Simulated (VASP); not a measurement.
Runs of VASP 6.6.1 on Si2Ni. Symmetry: Fm-3m, No. 225, cubic system. The conventional cell has a = 5.406 Å, b = 5.406 Å, c = 5.406 Å, α = 90.00°, β = 90.00°, γ = 90.00°. Ni (site symmetry m-3m) is surrounded by 8 Si at 2.34 Å. Si (site symmetry -43m) is surrounded by 4 Ni at 2.34 Å. 

```csv
task,level,potentials or basis,cell,k mesh,cutoff (eV),smearing,ladder,gap on the mesh (eV),pressure (GPa),moment (μB),relaxed volume (Å³/atom)
single point,LDA,"VASP PAW LDA potentials, release 64 (Ni, Si)",as given,9 × 9 × 9,500,gaussian 0.05 eV,-,none,-3.7,0.00,-
single point,RPBE,"VASP PAW PBE potentials, release 64 (Ni_GW, Si_GW)",as given,9 × 9 × 9,550,gaussian 0.02 eV,-,none,(a),0.00,-
relaxation of cell and atoms,LDA,"VASP PAW LDA potentials, release 64 (Ni, Si)",relaxed,8 × 8 × 8,600,fermi-dirac 0.05 eV,gaps,none,0.0,0.00,12.75
relaxation of cell and atoms,PBEsol,"VASP PAW PBE potentials, release 64 (Ni, Si)",relaxed,8 × 8 × 8,600,fermi-dirac 0.05 eV,gaps,none,-0.1,0.00,(b)
single point,PBEsol,"VASP PAW PBE potentials, release 64 (Ni, Si)",as given,9 × 9 × 9,520,fermi-dirac 0.05 eV,free,none,-0.8,0.00,-
```

Alike in all rows: spin collinear, ferromagnetic start.

Fill in the values left out.

(a) 6.5; (b) 13.04.

Caveats: the PAW data sets were made with another functional, which shifts forces and pressure a little (some runs).

A k mesh can miss the band edges.

A gap of «none» marks a metal or a gap under the smearing width.

Not every run made on this cell is shown here.
